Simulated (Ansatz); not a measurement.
Input and command of a calculation in Ansatz (plane waves; scalar-relativistic PAW potentials unless the input names others):

```yaml
crystal:
  lattice:
    - [0.0, 2.0551516146, 2.0757031307]
    - [2.0551516146, 0.0, 2.0757031307]
    - [2.0551516146, 2.0551516146, 0.0]
  atoms:
    - { symbol: Ti, position: [0.0, 0.0, 0.0] }
basis:
  ecutwfc: 500
kpoints:
  mp_grid: { grid: [26, 26, 26] }
hamiltonian:
  xc: r2scan
scf:
  occupations: { method: gaussian, width: 1.0 }
  max_iter: 100
output:
  forces: true
  eigenvalues: true
  stress: true
```

```bash
ansatz run input.yaml --threads 1 --pin off --max-ram 2560MiB --backend cpu --events-out ev --progress --plain --runs-dir out
```

Abridged log:
```
Basis set: ecut = 500 eV, 459 PW (Γ), exchange–correlation on 96×96×96 points (64 copies of the dense FFT grid, shifted against one another)
Bands: 11, of which v1, the nominal top of the filled ones, is band 6 counted from 1 (5 counted from 0)
Symmetry: 16 space group operations
k-points: 1330 of 17576
SCF iter   1: F=—  HF=-2504.656751 eV  |F-HF|=—  |Δ(HF+E_count)|=         —  Δρ=1.08e-2  dr2=1.60e-2  dr2_τ=7.74e-3  ethr=1.77e-3  ⟨swp⟩=4.1  Hψ=64781  notcnv=0
SCF iter   2: F=—  HF=-2504.679355 eV  |F-HF|=—  |Δ(HF+E_count)|=   2.26e-2  Δρ=3.71e-3  dr2=1.50e-3  dr2_τ=4.40e-4  ethr=1.33e-4  ⟨swp⟩=2.9  Hψ=34801  notcnv=0
SCF iter   3: F=—  HF=-2504.679302 eV  |F-HF|=—  |Δ(HF+E_count)|=   5.31e-5  Δρ=1.59e-3  dr2=1.06e-4  dr2_τ=6.36e-5  ethr=1.25e-5  ⟨swp⟩=2.6  Hψ=22331  notcnv=0
SCF iter   4: F=—  HF=-2504.679669 eV  |F-HF|=—  |Δ(HF+E_count)|=   3.67e-4  Δρ=8.01e-5  dr2=4.61e-7  dr2_τ=4.57e-7  ethr=8.80e-7  ⟨swp⟩=2.0  Hψ=23499  notcnv=0
SCF iter   5: F=—  HF=-2504.679672 eV  |F-HF|=—  |Δ(HF+E_count)|=   3.24e-6  Δρ=3.47e-5  dr2=1.10e-7  dr2_τ=8.80e-9  ethr=3.84e-9  ⟨swp⟩=2.0  Hψ=23852  notcnv=0
SCF iter   6: F=-2504.679672 eV  HF=-2504.679672 eV  |F-HF|=4.18e-9  |Δ(HF+E_count)|=   1.26e-7  Δρ=1.03e-5  dr2=1.49e-8  dr2_τ=6.53e-10  ethr=8.33e-10  ⟨swp⟩=5.0  Hψ=62217  notcnv=0
SCF 1 converged in 6 iterations: F = -2504.679672 eV  dr2 = 1.49e-8
SCF converged after 6 iterations
Free energy (F): -2504.679672 eV
Harris-Foulkes:  -2504.679672 eV  (|F-HF|=4.18e-9)
Internal energy: -2503.935491 eV  (E = F + TS)
E sigma→0 (E₀):  -2504.307582 eV
Entropy (-TS):   -0.744181 eV (-744.181 meV/atom)
Fermi energy:    13.141482 eV
--- Forces (eV/Å), atoms counted from 1 ---
  atom   1  Ti     0.00000000     0.00000000     0.00000000
--- Stress (GPa, compression-positive) ---
        2.222220       0.000000       0.000000
        0.000000       2.222220       0.000000
        0.000000       0.000000       2.405612
  P = ⅓ Tr σ = 2.2834 GPa (22.834 kbar)
```

Question: What should be changed?

Answer: The fault is a smearing of electronvolts (scf.occupations: {"method": "gaussian", "width": 0.15} → {"method": "gaussian", "width": 1.0}, the first being the value of the sound run). Setting it back cures it. The run converged all the same, with an energy at zero smearing 9.68 meV/atom below the reference's, pressure 2.28 GPa, largest force 0.000 eV/Å, no gap on the mesh, so convergence alone doesn't show that an input is right. A reference run from the same start on usual settings converged with pressure -1.06 GPa, largest force 0.000 eV/Å, no gap on the mesh.

It took 36 s on 1 thread of Intel(R) Xeon(R) Platinum 8175M CPU @ 2.50GHz (Skylake/Cascade Lake) (shared host), peak memory 0.72 GiB.